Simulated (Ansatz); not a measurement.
# C: a line through a two-coordinate scan

How does the energy of C (P6_3/mmc, No. 194; 4 atoms in the cell) vary with engineering shear strain xy, at normal strain along z = 5.25 %?

The COD entry's cell or inner coordinates are ideal or old and differ from later refinements, so a difference from it is no clean test against experiment.

Computed with Ansatz 0.2.0 (DFT PBEsol+D3(BJ), scalar-relativistic, plane waves, PAW, unless a step's input says otherwise).

16 further runs of the same task are left out: 16 set aside as unsound or not needed. Runs told in other sessions of the task aren't counted.

**1. The starting structure**

The structure is hexagonal, space group P6_3/mmc (No. 194). Conventional cell: a = 2.458 Å, b = 2.458 Å, c = 6.580 Å, α = 90.00°, β = 90.00°, γ = 120.00°. C (site symmetry -6m2) is surrounded by 3 C at 1.42 Å.

As a file:

```
CELL_PARAMETERS angstrom
2.45801 0.00000 0.00000
-1.22900 2.12870 0.00000
0.00000 0.00000 6.58006
ATOMIC_POSITIONS crystal
C 0.00000 0.00000 0.00250
C 0.00000 0.00000 0.50250
C 0.33333 0.66667 0.00250
C 0.66667 0.33333 0.50250
```

It is the result of an earlier relaxation at this level (volume 8.61 Å³/atom; gap on the mesh: none (metal)).

**2. The scan**

The energy is mapped over two homogeneous strains (x along [1 0 0], y along [1 2 0], z along [0 0 1] of the conventional cell).

- engineering shear strain xy: 9 values from −30.0 to 30.0 %
- normal strain along z: 9 values from −7.00 to 7.00 %

Nothing else is relaxed (fractional coordinates fixed). Energies count from the relaxed crystal. Points are written as (first, second).

**3. The run at (−30.0 %, 5.25 %)**

The input, input.yaml:

```yaml
crystal:
  lattice:
    - [2.4580081303, -0.3687012195, 0.0]
    - [-1.5483086877, 2.3130480933, 0.0]
    - [0.0, 0.0, 6.9255097181]
  atoms:
    - { symbol: C, position: [0.0, 0.0, 0.0025] }
    - { symbol: C, position: [0.0, 0.0, 0.5025] }
    - { symbol: C, position: [0.3333333333, 0.6666666667, 0.0025] }
    - { symbol: C, position: [0.6666666667, 0.3333333333, 0.5025] }
basis:
  ecutwfc: 520.0
kpoints:
  mp_grid: { grid: [18, 18, 6] }
hamiltonian:
  xc: pbesol
  pseudopotentials: { kind: paw, azcp: { folder: soft_1 } }
  dispersion: d3bj
scf:
  occupations: { method: gaussian, width: 0.15 }
output:
  forces: true
  stress: true
  eigenvalues: true
```

Started as:

```sh
ansatz run input.yaml --threads 2 --pin off --max-ram 4096MiB --backend cpu --events-out ev --progress --plain --runs-dir out
```

The session goes on with these runs: the other points of the line.

Before running it: what results should come out? Wanted: for each run, engineering shear strain xy; energy; slope; pressure; largest force on an atom.

As calculated:

```
engineering shear strain xy (%)  step  energy (meV/atom)  slope (meV/atom per %)  pressure (GPa)  band gap on the k-mesh (eV)  largest force on an atom (eV/Å)
                          −30.0     3               1201                     −83            33.6                         0.15                             5.61
                          −22.5     4                664                     −61            19.2                         0.42                             3.68
                          −15.0     5                292                     −39             8.2                         0.23                             2.15
                           −7.5     6                 73                     −19             1.8                         0.38                             0.98
                            0.0     7                2.2                       0            −0.4                         0.00                             0.00
                            7.5     –                 73                      19             1.8                         0.38                             0.98
                           15.0     –                292                      39             8.2                         0.23                             2.15
                           22.5     –                664                      61            19.2                         0.42                             3.68
                           30.0     –               1201                      83            33.6                         0.15                             5.61
```

Energies count from the relaxed crystal. Rows without a step come from runs not printed here or follow by symmetry. Slopes come from the forces (and the stress, where the cell changes), not from differences of energies.

Of the points computed the energy is lowest at 0.0 %, 2.2 meV/atom from the zero. The highest point computed, at −30.0 %, lies 1199 meV/atom above the lowest. The gap on the mesh reads zero on part of the line; semilocal functionals close small gaps early. This is one cut through a surface in two coordinates; the map's lowest point lies off it. With the other coordinates free, the energies away from the reference would be the same or lower. The gap on the mesh closes on part of the grid.
